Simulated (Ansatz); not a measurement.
Runs of Ansatz 0.2.0 on Cu. The structure is hexagonal, space group P6_3/mmc (No. 194). The conventional cell has a = 2.534 Å, b = 2.534 Å, c = 4.113 Å, α = 90.00°, β = 90.00°, γ = 120.00°. Cu (site symmetry -6m2) has 12 Cu at 2.52 to 2.53 Å as nearest neighbours. This isn't the form of Cu at room conditions, which is fcc.

```tsv
task	level	potentials or basis	cutoff (eV)	basis error allowed	pressure (GPa)
band structure	LDA	all-electron LAPW, scalar-relativistic	304	0.001 eV/atom	(a)
band structure	PBEsol	all-electron LAPW, non-relativistic	304	0.001 eV/atom	3.1
band structure	PBEsol	all-electron LAPW, inner shells corrected to Dirac's equation	304	0.001 eV/atom	-1.4
band structure	PBEsol	all-electron LAPW, scalar-relativistic	304	0.001 eV/atom	-1.4
```

Alike in all rows: no spin polarisation; cell as given; k mesh 12 × 12 × 7; smearing fermi-dirac 0.05 eV.

**Question.** Estimate the missing entries.

**Answer.** (a) -7.9.

Not every run made on this cell is shown here.
